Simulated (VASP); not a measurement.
Here is a VASP 6.6.1 calculation.

INCAR

```
ALGO = Normal
EDIFF = 1E-6
EDIFFG = -0.02
ENCUT = 600
GGA = BF
IBRION = 2
ISIF = 3
ISMEAR = -1
ISPIN = 2
LASPH = T
LCHARG = F
LMAXMIX = 4
LORBIT = 11
LREAL = F
LUSE_VDW = T
LWAVE = F
MAGMOM = 1
NELM = 150
NSW = 60
PREC = Accurate
SIGMA = 0.05
ZAB_VDW = -1.8867
```

KPOINTS

```
k-points
0
Gamma
  13 13 13
```

POSCAR

```
Ni
1.0
    0.0000000000      1.7375729330      1.7375729330
    1.7375729330      0.0000000000      1.7375729330
    1.7375729330      1.7375729330      0.0000000000
Ni
1
Direct
    0.0000000000      0.0000000000      0.0000000000
```

Potentials or basis: VASP PAW PBE potentials, release 64 (Ni).

Command:

```console
$ cat potpaw_PBE.64/Ni/POTCAR > POTCAR
$ mpirun -np 1 vasp_std > vasp.out
```

What does it give for the site moments?

Ni +0.64 μB.

What does it give for the net moment?

0.62 μB per cell.

What does it give for the band gap on the k mesh?

None (metal or under the smearing width).

What does it give for the relaxed cell?

a = 2.500 Å, b = 2.500 Å, c = 2.500 Å, α = 60.00°, β = 60.00°, γ = 60.00°.

The path:
```
step  energy change (eV)  largest force (eV/Å)  pressure (GPa)  volume (Å³)
   1              0.0000                0.0000           10.81        10.49
   2             -0.0028                0.0000           -8.03        11.60
   3             -0.0176                0.0000           -0.01        11.05
```

Caveat: the PAW data sets were made with another functional, which shifts forces and pressure a little.
